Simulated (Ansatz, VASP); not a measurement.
**Two plane-wave programs on BN (Qingsongite)**

```
CELL_PARAMETERS angstrom
0.00000 1.80750 1.80750
1.80750 0.00000 1.80750
1.80750 1.80750 0.00000
ATOMIC_POSITIONS crystal
B 0.00000 0.00000 0.00000
N 0.25000 0.25000 0.25000
```

Alike in both runs: task single point; functional BLYP; k mesh 8 × 8 × 8; no spin polarisation.

|  | VASP | Ansatz |
| --- | --- | --- |
| version | VASP 6.6.1 | Ansatz 0.2.0 |
| potentials or method | VASP PAW PBE potentials, release 64 (B, N) | plane waves, PAW |
| plane-wave cutoff (eV) | 520 | 420 |
| occupations | gaussian, width 0.01 eV | fixed |
| valence electrons in the cell | 8 | 8 |

|  | VASP | Ansatz | Ansatz less VASP |
| --- | --- | --- | --- |
| gap on the k mesh at the Fermi level (eV) | 4.88 | 4.88 | -0.004 |

 A k mesh can miss the band edges. A hybrid or GW would open this gap; BLYP tends to underestimate it.
